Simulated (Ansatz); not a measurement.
Runs of Ansatz 0.2.0 on Cu. The structure is tetragonal, space group I4/mmm (No. 139). The conventional cell has a = 2.886 Å, b = 2.886 Å, c = 2.752 Å, α = 90.00°, β = 90.00°, γ = 90.00°. Cu (site symmetry 4/mmm) has 10 Cu at 2.46 to 2.75 Å as nearest neighbours. This isn't the form of Cu at room conditions, which is fcc.

| task | level | potentials or basis | spin | cell | k mesh | cutoff (eV) | smearing | points for each segment of the path | mesh quality | gap on the mesh (eV) | pressure (GPa) | V0 of scaled cells (Å³/atom) | relaxed volume (Å³/atom) | B0 (GPa) |
| --- | --- | --- | --- | --- | --- | --- | --- | --- | --- | --- | --- | --- | --- | --- |
| relaxation of cell and atoms | PBE0 | Ansatz PAW | off | relaxed | 7 × 7 × 7 | 420 | fermi-dirac 0.05 eV | - | coarse | none | - | - | (a) | - |
| single point | PBEsol0 | Ansatz PAW | off | as given | 7 × 7 × 7 | 420 | fermi-dirac 0.05 eV | - | coarse | none | - | - | - | - |
| equation of state | PBE0 | Ansatz PAW | off | as given | 6 × 6 × 6 | 420 | fermi-dirac 0.05 eV | - | coarse | - | - | 12.04 | - | 126 |
| relaxation of cell and atoms | PBEsol | Ansatz PAW | collinear, ferromagnetic start | relaxed from: cell strained at random at fixed volume | 13 × 13 × 13 | 420 | methfessel-paxton 0.1 eV | - | not flagged | - | 0.0 | - | 11.31 | - |
| single point | r2SCAN0 | Ansatz PAW | off | as given | 7 × 7 × 7 | 500 | fermi-dirac 0.05 eV | - | coarse | none | - | - | - | - |
| equation of state | PBEsol | PseudoDojo stringent | off | as given | 13 × 13 × 13 | 1415 | fermi-dirac 0.05 eV | - | not flagged | - | - | 11.35 | - | (c) |
| band structure | PBEsol+D3(BJ) | SSSP efficiency PAW | off | as given | 13 × 13 × 13 | 1225 | cold 0.01 eV | 14 | not flagged | none | (b) | - | - | - |
| relaxation of cell and atoms | HSE03 | Ansatz PAW | off | relaxed | 7 × 7 × 7 | 420 | fermi-dirac 0.05 eV | - | coarse | none | - | - | 12.07 | - |

Q: Estimate the missing entries.

A: (a) 12.04; (b) -8.9; (c) 167.

Caveats: some runs use coarse meshes; the PAW data sets come from PBE, with cores solved anew for the run's functional, which leaves a small shift of forces and pressure (some runs); the plane-wave basis is chosen anew once the cell has moved, so the energies of steps on either side of that aren't comparable (some runs); the cell was scaled at fixed shape and fractional positions, which overstates the stiffness of a crystal with free parameters, most of all of layers and chains (some runs); pairwise dispersion overbinds metals, which lowers pressure and volume (some runs).

A k mesh can miss the band edges.

A gap of «none» marks a metal or a gap under the smearing width.

Not every run made on this cell is shown here.
